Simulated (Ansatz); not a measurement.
Crystal: ZrS2.

```
Zr S
1.0
     3.69138    0.00000    0.00000
    -1.84569    3.19683    0.00000
     0.00000    0.00000    6.04108
Zr S
1 2
Direct
  0.00000 0.00000 0.00000
  0.33333 0.66667 0.23791
  0.66667 0.33333 0.76209
```

The cell is a database's computed one.

| Quantity | Value |
| --- | --- |
| Program | Ansatz 0.2.0 |
| Task | relaxation of cell and atoms |
| Functional | BLYP |
| Dispersion | D4 |
| Potentials or basis | Ansatz PAW |
| Cutoff | 420 eV (not typed: the program's choice for these potentials) |
| k mesh | 8 × 8 × 5 |
| Occupations | fermi-dirac, width 0.05 eV |
| Spin | no spin polarisation |

At the start: volume 23.76 Å³/atom.

Where does the relaxation end?

It ends after 6 steps and the volume is 22.61 Å³/atom (-4.8 %); space group P-3m1 (No. 164, to 0.05 Å).

The path:
```
step  energy change (eV)  largest force (eV/Å)  volume (Å³)
   1              0.0000                0.2604        71.29
   2             -0.0022                0.4763        66.81
   3             -0.0244                0.0619        68.67
   4             -0.0267                0.0133        68.08
   5             -0.0268                0.0007        67.84
   6             -0.0265                0.0006        67.84
```

Final structure:
```
Zr S
1.0
     3.69100    0.00000    0.00000
    -1.84550    3.19650    0.00000
     0.00000    0.00000    5.75024
Zr S
1 2
Direct
  0.00000 0.00000 0.00000
  0.33333 0.66667 0.25223
  0.66667 0.33333 0.74777
```

Caveat: the plane-wave basis is chosen anew once the cell has moved, so the energies of steps on either side of that aren't comparable; the PAW data sets come from PBE, with cores solved anew for the run's functional, which leaves a small shift of forces and pressure.
